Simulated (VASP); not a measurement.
Input of a VASP 6.6.1 run:

Contents of INCAR:

```
SYSTEM = Si2Mo
ALGO = Normal
EDIFF = 1E-8
ENCUT = 520
GGA = PE
IBRION = 6
ISIF = 3
ISMEAR = 0
KPAR = 4
LASPH = .TRUE.
LCHARG = .FALSE.
LREAL = .FALSE.
LWAVE = .FALSE.
NBANDS = 18
NELM = 80
NFREE = 2
NSW = 1
POTIM = 0.015
PREC = Accurate
SIGMA = 0.1
```

KPOINTS

```
k-points
0
G
  4 4 4
  0 0 0
```

POSCAR

```
Si2Mo                                   
1.0
   -1.6087050190      1.6087050190      3.9424308146
    1.6087050190     -1.6087050190      3.9424308146
    1.6087050190      1.6087050190     -3.9424308146
  Si              Mo            
     2     1
Direct
     0.3338194051157259    0.3338194051157259    0.0000000000000000
     0.6661805948842741    0.6661805948842741    0.0000000000000000
     0.0000000000000000    0.0000000000000000    0.0000000000000000
```

Potentials or basis: VASP PAW PBE potentials, release 64 (Si, Mo_sv).

Command:

```sh
$ cat potpaw_PBE.64/Si/POTCAR potpaw_PBE.64/Mo_sv/POTCAR > POTCAR
$ mpirun -np 4 vasp_std > vasp.out
```

Question: What does it give for the highest phonon frequency at Γ?

Answer: 421 cm⁻¹.

Question: What does it give for the Voigt bulk modulus?

Answer: 200 GPa.

Clamped-ion elastic tensor (GPa):
```
425  82  83   0   0   0
 82 425  83   0   0   0
 83  83 468   0   0   0
  0   0   0 190   0   0
  0   0   0   0 190   0
  0   0   0   0   0 196
```

Caveat: the k mesh is coarse (spacing up to 0.69 Å⁻¹), so the values aren't converged; elastic constants of metals need much finer meshes, so these are rough.
